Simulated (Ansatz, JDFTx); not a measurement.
Given: the input of a run of JDFTx 1.7.0 (patched build) on BP. 

The input BP.in:

```
lattice \
    0.0000000000     4.2877885768     4.2877885768 \
    4.2877885768     0.0000000000     4.2877885768 \
    4.2877885768     4.2877885768     0.0000000000
coords-type Cartesian
ion P      6.4316828652     6.4316828652     6.4316828652 1
ion B      0.0000000000     0.0000000000     0.0000000000 1

ion-species pseudo/P.upf
ion-species pseudo/B.upf
elec-cutoff 38 304
elec-ex-corr lda-PW
kpoint-folding 10 10 10
elec-smearing Fermi 0.0018374661
elec-n-bands 9
electronic-SCF nIterations 100 energyDiffThreshold 1e-09
electronic-minimize nIterations 30 energyDiffThreshold 1e-7
forces-output-coords Cartesian
lattice-minimize nIterations 40 energyDiffThreshold 1e-6

dump-name run.$VAR
dump End Ecomponents EigStats BandEigs Kpoints Forces Stress
```

Potentials or basis: PseudoDojo-SR-LDA-0.4.1-standard with smoothed tails.

Command:

```bash
$ jdftx -c 1 -i BP.in -o BP.out
```

Task: What does the same run look like in Ansatz 0.2.0? Potentials or basis there: Ansatz PAW, cutoff 420 eV.

Result: As run (cutoffs and basis follow the program's own potentials, and thresholds, step limits or extra output files can differ):

Contents of input.yaml:

```yaml
crystal:
  lattice:
    - [0.0, 2.269, 2.269]
    - [2.269, 0.0, 2.269]
    - [2.269, 2.269, 0.0]
  atoms:
    - { symbol: P, position: [0.75, 0.75, 0.75] }
    - { symbol: B, position: [0.0, 0.0, 0.0] }
hamiltonian:
  xc: lda
  pseudopotentials: { kind: paw }
kpoints:
  mp_grid: { grid: [10, 10, 10] }
scf:
  occupations: { method: fermi_dirac, width: 0.05 }
output:
  forces: true
  stress: true
  write_density: true
  write_potential: true
  elf: true
  volumetric_format: npy
relax:
  f_tol: 0.01
  max_steps: 40
  cell: { stress_tol: 0.05 }
```

Potentials or basis: Ansatz PAW.

Command:

```bash
$ ansatz run input.yaml --threads 2 --pin off --max-ram 5120MiB --backend cpu --events-out ev --progress --plain --runs-dir out
```

Both were run:

|  | JDFTx | Ansatz |
| --- | --- | --- |
| Relaxed volume | 11.29 Å³/atom | 11.32 Å³/atom |
| Relaxed cell | a = 3.173 Å, b = 3.173 Å, c = 3.173 Å, α = 60.00°, β = 60.00°, γ = 60.00° | a = 3.175 Å, b = 3.175 Å, c = 3.175 Å, α = 60.00°, β = 60.00°, γ = 60.00° |
| Space group after relaxing | F-43m (No. 216) | F-43m (No. 216) |
| Pressure after relaxing | 0.0 GPa | 0.0 GPa |

Ansatz's pressure holds a Pulay term of +0.18 GPa for its cutoff of 420 eV, which the other run lacks.

Ansatz's potentials were made for PBE.

Where Ansatz's input types no cutoff or centring, it takes its own default and a Γ-centred mesh.

The two programs' LDA may be different fits to the electron gas.

Pressure is positive in compression.
